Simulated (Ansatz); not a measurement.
**AlFe: LAPW beside PAW**

Aim: solve AlFe at one geometry with all-electron LAPW, PAW on the default files and datasets made for this crystal, and see where they agree.

Program: Ansatz 0.2.0. Level of theory: DFT PBE, scalar-relativistic. These are calculated values, not measurements.

### Step 1. The structure to begin with

It takes space group Pm-3m (No. 221, cubic). Conventional cell: a = 2.910 Å, b = 2.910 Å, c = 2.910 Å, α = 90.00°, β = 90.00°, γ = 90.00°. Al (site symmetry m-3m) has 8 Fe at 2.52 Å as nearest neighbours. Around Fe (site symmetry m-3m) lie 8 Al at 2.52 Å.

As a file:

```cif
data_structure
_symmetry_space_group_name_H-M 'Pm-3m'
_symmetry_Int_Tables_number 221
_cell_length_a 2.9100
_cell_length_b 2.9100
_cell_length_c 2.9100
_cell_angle_alpha 90.000
_cell_angle_beta 90.000
_cell_angle_gamma 90.000
_cell_volume 24.64
loop_
_atom_site_label
_atom_site_type_symbol
_atom_site_symmetry_multiplicity
_atom_site_Wyckoff_symbol
_atom_site_fract_x
_atom_site_fract_y
_atom_site_fract_z
_atom_site_occupancy
Al1 Al 1 a 0.00000 0.00000 0.00000 1
Fe1 Fe 1 b 0.50000 0.50000 0.50000 1
```

The file gives the conventional cell by its symmetry; the runs use the cell typed in the input.

The cell comes from a crystallographic database entry that wasn't checked; take it as a given geometry, which may be far from equilibrium.

Atoms are numbered in the order of the input: Al1, Fe2.

### Step 2. All-electron LAPW

The input, input.yaml:

```yaml
crystal:
  lattice:
    - [2.91, 0.0, 0.0]
    - [0.0, 2.91, 0.0]
    - [0.0, 0.0, 2.91]
  atoms:
    - { symbol: Al, position: [0.0, 0.0, 0.0] }
    - { symbol: Fe, position: [0.5, 0.5, 0.5], spin: 3.0 }
magnetization:
  spin_polarized: true
kpoints:
  mp_grid: { grid: [12, 12, 12] }
  band_path:
    path:
      - [0.0, 0.0, 0.0]
      - [0.0, 0.5, 0.0]
      - [0.5, 0.5, 0.0]
      - [0.0, 0.0, 0.0]
      - [0.5, 0.5, 0.5]
      - [0.0, 0.5, 0.0]
      - [0.5, 0.5, 0.5]
      - [0.5, 0.5, 0.0]
    npoints: 8
scf:
  occupations: { method: fermi_dirac, width: 0.05 }
hamiltonian:
  xc: pbe
  pseudopotentials: { kind: all_electron, lapw: { basis_error: 0.0005 } }
output:
  forces: true
  stress: true
  eigenvalues: true
  populations: true
  dos: { projected: true, de: 0.2, e_range: [-14, 8] }
```

### Step 3. PAW on the default files

Changes to input.yaml since step 2:

```diff
@@ -27,3 +27,3 @@
   xc: pbe
-  pseudopotentials: { kind: all_electron, lapw: { basis_error: 0.0005 } }
+  pseudopotentials: { kind: paw }
 output:
@@ -32,3 +32,5 @@
   eigenvalues: true
+  efg: { contact_densities: true }
   populations: true
+  bader: true
   dos: { projected: true, de: 0.2, e_range: [-14, 8] }
```

### Step 4. Datasets made for this crystal

Changes to input.yaml since step 3:

```diff
@@ -27,3 +27,3 @@
   xc: pbe
-  pseudopotentials: { kind: paw }
+  pseudopotentials: { kind: all_electron, datasets: crystal }
 output:
@@ -33,4 +33 @@
   efg: { contact_densities: true }
-  populations: true
-  bader: true
-  dos: { projected: true, de: 0.2, e_range: [-14, 8] }
```

(Steps that only read results are left out.)

What does the calculation give? Wanted: pressure; gap; spin moments; Bader charges.

As calculated:

| quantity | value |
| --- | --- |
| pressure | LAPW -5.93, PAW -5.88, crystal datasets -5.93 GPa |
| gap (LAPW) | none |
| spin moments (LAPW) | Al1 -0.03, Fe2 0.80 μB |
| Bader charges (PAW) | Al1 +1.58, Fe2 -1.58 e |

What this shows: At this geometry the cell is under tension of 5.9 GPa, so it would shrink if let go. Bands cross the Fermi level: the crystal is a metal at this level. Fe 3d carries the largest share, 93 %, of the projected states within 0.3 eV of the Fermi level. The projection holds only the free atom's occupied shells (Al 3s, Al 3p, Fe 4s, Fe 3d in this range). In pressure, PAW differs from LAPW by +0.05 GPa. The price, with the outputs that each input asks for: 38 s for LAPW against 20 s for PAW, about 1.9 to one. The magnetic state is the one reached from the start moments in this cell; it needn't be the ground state. With one magnetic atom in the cell only ferromagnetic order fits; the real order can differ.
